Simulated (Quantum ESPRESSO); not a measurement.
Runs of Quantum ESPRESSO 7.5 on SiC (Moissanite 3C). Symmetry: F-43m, No. 216, cubic system. The conventional cell has a = 4.358 Å, b = 4.358 Å, c = 4.358 Å, α = 90.00°, β = 90.00°, γ = 90.00°. Si (site symmetry -43m) has 4 C at 1.89 Å as nearest neighbours. Around C (site symmetry -43m) lie 4 Si at 1.89 Å. 

```csv
level,potentials or basis,k mesh,k mesh of the self-consistent run,form of the LDA,gap on the mesh (eV)
PBE,PseudoDojo 0.4.1 SR PBE standard,6 × 6 × 6,10 × 10 × 10,-,1.36
PBEsol,PseudoDojo 0.4.1 SR PBEsol standard,6 × 6 × 6,10 × 10 × 10,-,1.24
PBE,PseudoDojo 0.4.1 SR PBE standard,12 × 12 × 12,12 × 12 × 12,-,1.36
LDA,PseudoDojo 0.4.1 SR LDA standard,6 × 6 × 6,10 × 10 × 10,PW92,(a)
```

Alike in all rows: task single point; no spin polarisation; cell as given; cutoff (eV) 1116; smearing fixed.

Problem. Estimate the missing entries.

Solution. (a) 1.33.

A k mesh can miss the band edges.
